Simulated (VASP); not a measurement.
# PtSe2 (Sudovikovite) (P-3m1) in VASP: notebook

The runs below take PtSe2 (Sudovikovite) through single point, with PBE.

All numbers are computed with VASP 6.6.1; they aren't measurements. Logs are shortened: lines on timing, memory, paths and dates and some standing lists are left out, and cuts for length are marked.

## Step 1: The crystal as given

Symmetry: P-3m1, No. 164, trigonal system. The conventional cell has a = 3.724 Å, b = 3.724 Å, c = 5.062 Å, α = 90.00°, β = 90.00°, γ = 120.00°. Pt (site symmetry -3m) has 6 Se at 2.49 Å as nearest neighbours. Around Se (site symmetry 3m) lie 3 Pt at 2.49 Å.

## Step 2: Single point, PBE, spin-orbit coupling, no magnetisation

INCAR reads:

```
SYSTEM = PtSe2
PREC     = Accurate       ! precision mode
ENCUT    = 340            ! plane-wave cutoff, eV
EDIFF    = 1E-7           ! SCF threshold, eV
ISMEAR   = 0              ! smearing method
SIGMA    = 0.02           ! smearing width, eV
LREAL    = .FALSE.        ! projectors in reciprocal space
LASPH    = .TRUE.         ! aspherical terms in the spheres
NELM     = 100            ! most SCF steps
ALGO     = Normal         ! electronic algorithm
ISIF     = 2              ! what is computed and relaxed
LWAVE    = .FALSE.        ! write WAVECAR
LCHARG   = .FALSE.        ! write CHGCAR
MAGMOM   = 0 0 0 0 0 0 0 0 0 ! initial moments
LORBIT   = 11             ! projections on sites
LSORBIT  = .TRUE.         ! spin-orbit coupling
GGA_COMPAT= .FALSE.      
LMAXMIX  = 4              ! l up to which the mixer works
GGA      = PE             ! functional
NBANDS   = 38             ! bands
```

KPOINTS reads:

```
Automatic mesh
0
G
  6 6 4
  0 0 0
```

POSCAR reads:

```
PtSe2
1.0
    3.7240000000      0.0000000000      0.0000000000
   -1.8620000000      3.2250786037      0.0000000000
    0.0000000000      0.0000000000      5.0620000000
Pt Se
1 2
Direct
    0.0000000000      0.0000000000      0.0000000000
    0.6666666667      0.3333333333      0.7500000000
    0.3333333333      0.6666666667      0.2500000000
```

Potentials or basis: VASP PAW PBE potentials, release 64 (Pt, Se).

On the command line:

```bash
$ cat potpaw_PBE.64/Pt/POTCAR potpaw_PBE.64/Se/POTCAR > POTCAR
$ mpirun -np 1 vasp_ncl > vasp.out
```

OUTCAR:

```text
SYSTEM = PtSe2
   PREC = Accurate
   ENCUT = 340
   EDIFF = 1E-7
   ISMEAR = 0
   LREAL = .FALSE.
   LASPH = .TRUE.
   NELM = 100
   ISIF = 2
   LORBIT = 11
   LSORBIT = .TRUE.
   GGA = PE

 Found     24 irreducible k-points:

 Following reciprocal coordinates:
            Coordinates               Weight
  0.000000  0.000000  0.000000      1.000000
  0.166667  0.000000  0.000000      6.000000
  0.333333 -0.000000  0.000000      6.000000
  0.500000 -0.000000  0.000000      3.000000
  0.166667  0.166667  0.000000      6.000000
  0.333333  0.166667  0.000000     12.000000
   k-points           NKPTS =     24   k-points in BZ     NKDIM =     24   number of bands    NBANDS=     38
   number of dos      NEDOS =    301   number of ions     NIONS =      3
   total plane-waves  NPLWV =  17280
   dimension x,y,z NGX =    24 NGY =   24 NGZ =   30
   dimension x,y,z NGXF=    48 NGYF=   48 NGZF=   60
   ions per type =               1   2
   NGX,Y,Z   is equivalent  to a cutoff of  10.71, 10.71,  9.85 a.u.
   NGXF,Y,Z  is equivalent  to a cutoff of  21.43, 21.43, 19.71 a.u.
 SYSTEM =  PtSe2
   PREC   = accura    normal or accurate (medium, high low for compatibility)
   ISTART =      0    job   : 0-new  1-cont  2-samecut
   ICHARG =      2    charge: 1-file 2-atom 10-const
   ISPIN  =      1    spin polarized calculation?
   LNONCOLLINEAR =      T non collinear calculations
   LSORBIT =      T    spin-orbit coupling
   LASPH  =      T    aspherical Exc in radial PAW
   ENCUT  =  340.0 eV  24.99 Ry    5.00 a.u.   5.60  5.60  7.61*2*pi/ulx,y,z
   NELM   =    100;   NELMIN=  2; NELMDL= -5     # of ELM steps
   EDIFF  = 0.1E-06   stopping-criterion for ELM
   LREAL  =      F    real-space projection
   EDIFFG = 0.1E-05   stopping-criterion for IOM
   NSW    =      0    number of steps for IOM
   IBRION =     -1    ionic relax: 0-MD 1-quasi-New 2-CG
   NFREE  =      0    steps in history (QN), initial steepest desc. (CG)
   ISIF   =      2    stress and relaxation
   ISYM   =      2    0-nonsym 1-usesym 2-fastsym
   POTIM  = 0.5000    time-step for ionic-motion
   TEBEG  =    0.0;   TEEND  =   0.0 temperature during run
   PSTRESS=    0.0 pullay stress
   NELECT =      22.0000    total number of electrons
   NUPDOWN=      -1.0000    fix difference up-down
   EMIN   =  10.00;   EMAX   =-10.00  energy-range for DOS
   EFERMI =   0.00;   METHOD = LEGACY
   ISMEAR =     0;   SIGMA  =   0.02  broadening in eV -4-tet -1-fermi 0-gaus
   EFERMI_NEDOS =   21; number of points for ismear=-14 and -15
   IALGO  =     38    algorithm
   IMIX   =      4    mixing-type and parameters
     AMIX     =   0.40;   BMIX     =  1.00
     AMIX_MAG =   1.60;   BMIX_MAG =  1.00
  volume/ion in A,a.u.               =      20.27       136.76
  Fermi-wavevector in a.u.,A,eV,Ry     =   1.166608  2.204570 18.517184  1.360975
  Thomas-Fermi vector in A             =   2.303119
   LORBIT       =     11    0 simple, 1 ext, 2 COOP (PROOUT), +10 PAW based schemes
   GGA     = PE    functional components
   LHFCALC =     F    Hartree Fock is set to
   AEXX    =    0.0000 exact exchange contribution
   IVDW    =     0    specifies the selected vdW correction
   LEPSILON=     F    determine dielectric tensor
   LRPA    =     F    only Hartree local field effects (RPA)
 Gauss-broadening in eV      SIGMA  =   0.02
  energy-cutoff  :      340.00
  volume of cell :       60.80
 maximum number of plane-waves:      1782
 NGX is ok and might be reduce to    24
   NGX = 11   NGY = 11   NGZ = 15

 number of electron      22.0000000 magnetization       0.0000000      0.0000000      0.0000000

 number of electron      22.0000007 magnetization      -0.0000000     -0.0000000     -0.0000000

 number of electron      22.0000007 magnetization       0.0000000     -0.0000000      0.0000000

 number of electron      22.0000007 magnetization      -0.0000000     -0.0000000      0.0000000

 Free energy of the ion-electron system (eV)
  ---------------------------------------------------
  ext. energy  EPLUGINS =         0.00000000
  ---------------------------------------------------
  free energy    TOTEN  =       -14.58104356 eV

  energy without entropy =      -14.58074707  energy(sigma->0) =      -14.58089532

 E-fermi :   6.5721     XC(G=0): -10.6338

 val. band max:        6.5584015063   @ k =   0.0000   0.1667   0.2500
 cond. band min:       6.6355108430   @ k =   0.0000   0.3333   0.2500
 fundamental gap:      0.0771093367
 Fermi energy:         6.5721277382

 k-point     1 :       0.0000    0.0000    0.0000
  band No.  band energies     occupation
      1      -9.1736      1.00000
      2      -9.1736      1.00000
      3      -6.3494      1.00000
      4      -6.3494      1.00000
      5      -0.6997      1.00000
      6      -0.6997      1.00000
[... 26 lines left out ...]
     33      14.0839      0.00000
     34      14.0839      0.00000

 k-point     2 :       0.1667    0.0000    0.0000
  band No.  band energies     occupation
      1      -8.8681      1.00000
      2      -8.8681      1.00000
      3      -6.4846      1.00000
      4      -6.4846      1.00000
      5      -0.3576      1.00000
      6      -0.3576      1.00000
[... 26 lines left out ...]
     33      14.6640      0.00000
     34      14.6640      0.00000
[... 109 lines left out ...]
     33      14.6018      0.00000
     34      14.6018      0.00000

 k-point     6 :       0.3333    0.1667    0.0000
  band No.  band energies     occupation
      1      -7.5477      1.00000
      2      -7.5477      1.00000
      3      -7.0041      1.00000
      4      -7.0041      1.00000
      5      -0.4440      1.00000
      6      -0.4440      1.00000
[... 26 lines left out ...]
     33      15.5486      0.00000
     34      15.5486      0.00000

 [... further k-points ...]

 [bands above 34 left out]

------------------------ aborting loop because EDIFF is reached ----------------------------------------

  FORCE on cell =-STRESS in cart. coord.  units (eV):
  Direction    XX          YY          ZZ          XY          YZ          ZX
  --------------------------------------------------------------------------------------
  -------------------------------------------------------------------------------------
  Total        2.9595301      2.9595301      2.3507406      0.0000000      0.0000000     -0.0000000
  in kB       77.9940069     77.9940069     61.9502669      0.0000000      0.0000000     -0.0000000
  external PRESSURE =      72.6460936 kB  Pullay stress =       0.0000000 kB

 VOLUME and BASIS-vectors are now :
 -----------------------------------------------------------------------------
  energy-cutoff  :      340.00
  volume of cell :       60.80
      direct lattice vectors                 reciprocal lattice vectors
     3.724000000  0.000000000  0.000000000     0.268528464  0.155034981  0.000000000
    -1.862000000  3.225078604  0.000000000     0.000000000  0.310069962  0.000000000
     0.000000000  0.000000000  5.062000000     0.000000000  0.000000000  0.197550375

 POSITION                                       TOTAL-FORCE (eV/Angst)
 -----------------------------------------------------------------------------------
      0.00000      0.00000      0.00000         0.000000      0.000000      0.000000
      1.86200      1.07503      3.79650         0.000000      0.000000     -0.590644
     -0.00000      2.15005      1.26550        -0.000000     -0.000000      0.590644
 -----------------------------------------------------------------------------------
    total drift:                               -0.000000      0.000000      0.000000

  FREE ENERGIE OF THE ION-ELECTRON SYSTEM (eV)
  ---------------------------------------------------
  free  energy   TOTEN  =       -14.5810435642 eV

  energy  without entropy=      -14.5807470744  energy(sigma->0) =      -14.58089532

 Spin-Orbit-Coupling matrix elements

 Ion:    1  E_soc:     -0.7314653
 l=   1
     0.0000000    -0.0341920    -0.0360562
    -0.0341920     0.0000000    -0.0341920
    -0.0360562    -0.0341920     0.0000000
 l=   2
     0.0000000    -0.0191272     0.0000000    -0.0191272    -0.0642717
    -0.0191272     0.0000000    -0.0475796    -0.0253527    -0.0191272
     0.0000000    -0.0475796     0.0000000    -0.0475796     0.0000000
    -0.0191272    -0.0253527    -0.0475796     0.0000000    -0.0191272
    -0.0642717    -0.0191272     0.0000000    -0.0191272     0.0000000
 l=   3
     0.0000000     0.0000000     0.0000000     0.0000000     0.0000000     0.0000000     0.0000000
     0.0000000     0.0000000     0.0000000     0.0000000     0.0000000     0.0000000     0.0000000
     0.0000000     0.0000000     0.0000000     0.0000000     0.0000000     0.0000000     0.0000000
     0.0000000     0.0000000     0.0000000     0.0000000     0.0000000     0.0000000     0.0000000
     0.0000000     0.0000000     0.0000000     0.0000000     0.0000000     0.0000000     0.0000000
     0.0000000     0.0000000     0.0000000     0.0000000     0.0000000     0.0000000     0.0000000
     0.0000000     0.0000000     0.0000000     0.0000000     0.0000000     0.0000000     0.0000000

 Ion:    2  E_soc:     -0.0303308
 l=   1
     0.0000000    -0.0054407    -0.0042373
    -0.0054407     0.0000000    -0.0054407
    -0.0042373    -0.0054407     0.0000000
 l=   2
     0.0000000    -0.0000006     0.0000000    -0.0000006    -0.0000183
    -0.0000006     0.0000000    -0.0000112    -0.0000035    -0.0000006
     0.0000000    -0.0000112     0.0000000    -0.0000112     0.0000000
    -0.0000006    -0.0000035    -0.0000112     0.0000000    -0.0000006
    -0.0000183    -0.0000006     0.0000000    -0.0000006     0.0000000
 l=   3
     0.0000000     0.0000000     0.0000000     0.0000000     0.0000000     0.0000000     0.0000000
     0.0000000     0.0000000     0.0000000     0.0000000     0.0000000     0.0000000     0.0000000
     0.0000000     0.0000000     0.0000000     0.0000000     0.0000000     0.0000000     0.0000000
     0.0000000     0.0000000     0.0000000     0.0000000     0.0000000     0.0000000     0.0000000
     0.0000000     0.0000000     0.0000000     0.0000000     0.0000000     0.0000000     0.0000000
     0.0000000     0.0000000     0.0000000     0.0000000     0.0000000     0.0000000     0.0000000
     0.0000000     0.0000000     0.0000000     0.0000000     0.0000000     0.0000000     0.0000000

 Ion:    3  E_soc:     -0.0303308
 l=   1
     0.0000000    -0.0054407    -0.0042373
    -0.0054407     0.0000000    -0.0054407
    -0.0042373    -0.0054407     0.0000000
 l=   2
     0.0000000    -0.0000006     0.0000000    -0.0000006    -0.0000183
    -0.0000006     0.0000000    -0.0000112    -0.0000035    -0.0000006
     0.0000000    -0.0000112     0.0000000    -0.0000112     0.0000000
    -0.0000006    -0.0000035    -0.0000112     0.0000000    -0.0000006
    -0.0000183    -0.0000006     0.0000000    -0.0000006     0.0000000
 l=   3
     0.0000000     0.0000000     0.0000000     0.0000000     0.0000000     0.0000000     0.0000000
     0.0000000     0.0000000     0.0000000     0.0000000     0.0000000     0.0000000     0.0000000
     0.0000000     0.0000000     0.0000000     0.0000000     0.0000000     0.0000000     0.0000000
     0.0000000     0.0000000     0.0000000     0.0000000     0.0000000     0.0000000     0.0000000
     0.0000000     0.0000000     0.0000000     0.0000000     0.0000000     0.0000000     0.0000000
     0.0000000     0.0000000     0.0000000     0.0000000     0.0000000     0.0000000     0.0000000
     0.0000000     0.0000000     0.0000000     0.0000000     0.0000000     0.0000000     0.0000000

 total charge

# of ion       s       p       d       tot
------------------------------------------
    1        0.694   0.744   8.017   9.455
    2        1.485   2.247   0.070   3.802
    3        1.485   2.247   0.070   3.802
--------------------------------------------------
tot          3.665   5.238   8.158  17.060

 magnetization (x)

# of ion       s       p       d       tot
------------------------------------------
    1        0.000   0.000   0.000   0.000
    2       -0.000   0.000   0.000   0.000
    3        0.000   0.000   0.000   0.000
--------------------------------------------------
tot          0.000   0.000   0.000   0.000

 magnetization (y)

# of ion       s       p       d       tot
------------------------------------------
    1        0.000  -0.000  -0.000  -0.000
    2        0.000   0.000   0.000   0.000
    3       -0.000   0.000   0.000   0.000
--------------------------------------------------
tot          0.000   0.000   0.000   0.000

 magnetization (z)

# of ion       s       p       d       tot
------------------------------------------
    1       -0.000   0.000   0.000   0.000
    2        0.000   0.000   0.000   0.000
    3        0.000   0.000   0.000   0.000
--------------------------------------------------
tot         -0.000   0.000   0.000   0.000
```

It took 41 s on 1 thread of AMD EPYC 9R45 (Zen 5), shared host; peak memory 0.21 GiB.

These settings aren't checked as converged: the numbers below hold their error.

What came out:

```
Free energy                                           : -14.5810 eV
Pressure                                              : 7.3 GPa
Largest force                                         : 0.591 eV/Å
Valence electrons inside the program's atomic spheres : Pt 9.46; Se 3.80
```

## Step 3: Single point, PBE, spin-orbit coupling, no magnetisation

INCAR, as its differences from that of step 2:

```diff
@@ -2,3 +2,3 @@
 PREC     = Accurate       ! precision mode
-ENCUT    = 340            ! plane-wave cutoff, eV
+ENCUT    = 400            ! plane-wave cutoff, eV
 EDIFF    = 1E-7           ! SCF threshold, eV
```

KPOINTS is that of step 2.

POSCAR is that of step 2.

Potentials or basis: VASP PAW PBE potentials, release 64 (Pt, Se).

On the command line:

```bash
$ cat potpaw_PBE.64/Pt/POTCAR potpaw_PBE.64/Se/POTCAR > POTCAR
$ mpirun -np 1 vasp_ncl > vasp.out
```

Run time: 49 s. Hardware: 1 thread of AMD EPYC 9R45 (Zen 5), shared host; peak memory 0.23 GiB.

The run converged, but some of its settings lie outside the range that counts as converged, so its numbers aren't taken as properties of the crystal.

Results:

| Quantity | Value |
| --- | --- |
| Free energy | -14.5805 eV |
| Pressure | 7.4 GPa |
| Largest force | 0.592 eV/Å |
| Valence electrons inside the program's atomic spheres | Pt 9.46; Se 3.80 |

## Step 4: Single point, PBE, spin-orbit coupling, no magnetisation

INCAR, as its differences from that of step 3:

```diff
@@ -2,3 +2,3 @@
 PREC     = Accurate       ! precision mode
-ENCUT    = 400            ! plane-wave cutoff, eV
+ENCUT    = 460            ! plane-wave cutoff, eV
 EDIFF    = 1E-7           ! SCF threshold, eV
```

KPOINTS is that of step 3.

POSCAR is that of step 3.

On the command line:

```bash
$ cat potpaw_PBE.64/Pt/POTCAR potpaw_PBE.64/Se/POTCAR > POTCAR
$ mpirun -np 1 vasp_ncl > vasp.out
```

It took 62 s on 1 thread of AMD EPYC 9R45 (Zen 5), shared host; peak memory 0.28 GiB.

These settings aren't checked as converged: the numbers below hold their error.

Results:

```yaml
Free_energy: -14.5813 eV
Pressure: 7.5 GPa
Largest_force: 0.591 eV/Å
Valence_electrons_inside_the_program's_atomic_spheres: Pt 9.46; Se 3.80
```

(Part 1 of 2 ends here.)
